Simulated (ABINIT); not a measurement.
As:

```
CELL_PARAMETERS angstrom
1.82500 -5.50000 0.00000
1.82500 5.50000 0.00000
0.00000 0.00000 4.47000
ATOMIC_POSITIONS crystal
As 0.39000 0.61000 0.56000
As 0.89000 0.11000 0.94000
As 0.61000 0.39000 0.44000
As 0.11000 0.89000 0.06000
```

This isn't the form of As at room conditions, which is rhombohedral.

* Program: ABINIT 10.8.3 (patched build)
* Task: relaxation of cell and atoms
* Functional: PBE
* Dispersion: D4
* Potentials or basis: JTH PAW PBE v2.0
* Cutoff: 408 eV
* k mesh: 4 × 4 × 3
* Occupations: fermi-dirac, width 0.05 eV
* Spin: no spin polarisation

At the start: pressure 0.4 GPa; volume 22.43 Å³/atom.

Task: How do energy, volume and symmetry change on relaxing?

Result: Over 14 steps the energy falls by 27.8 meV/atom and the volume is 20.93 Å³/atom (-6.7 %); space group Cmce (No. 64, to 0.05 Å).

Step by step:
| step | energy change (eV) | largest force (eV/Å) | pressure (GPa) | volume (Å³) |
| --- | --- | --- | --- | --- |
| 1 | 0.0000 | 0.3464 | 0.39 | 89.74 |
| 2 | -0.0086 | 0.2727 | 0.16 | 89.79 |
| 3 | -0.0244 | 0.0974 | -0.74 | 89.91 |
| 4 | -0.0269 | 0.0969 | -0.79 | 89.83 |
| 5 | -0.0812 | 0.2102 | -1.77 | 86.24 |
| 6 | -0.0864 | 0.1243 | -1.34 | 86.26 |
| 7 | -0.0934 | 0.0599 | -0.54 | 85.47 |
| 8 | -0.0983 | 0.0590 | 0.03 | 84.69 |
| 9 | -0.1014 | 0.0861 | 0.39 | 83.94 |
| 10 | -0.1029 | 0.1076 | 0.39 | 83.81 |
| 11 | -0.1055 | 0.1364 | 0.27 | 83.73 |
| 12 | -0.1078 | 0.1300 | 0.13 | 83.70 |
| 13 | -0.1102 | 0.0769 | 0.05 | 83.69 |
| 14 | -0.1110 | 0.0235 | 0.09 | 83.71 |

Final structure:
```yaml
crystal:
  lattice:
    - [1.89175, -5.41725, 0.00000]
    - [1.89175, 5.41725, 0.00000]
    - [0.00000, 0.00000, 4.08412]
  atoms:
    - { symbol: As, position: [0.38473, 0.61527, 0.54721] }
    - { symbol: As, position: [0.88473, 0.11527, 0.95279] }
    - { symbol: As, position: [0.61527, 0.38473, 0.45279] }
    - { symbol: As, position: [0.11527, 0.88473, 0.04721] }
```

Caveat: the k mesh is coarse (spacing up to 0.47 Å⁻¹), so the values aren't converged; the log and the count of SCF iterations are those of the last ABINIT call alone; pairwise dispersion overbinds metals, which lowers pressure and volume.
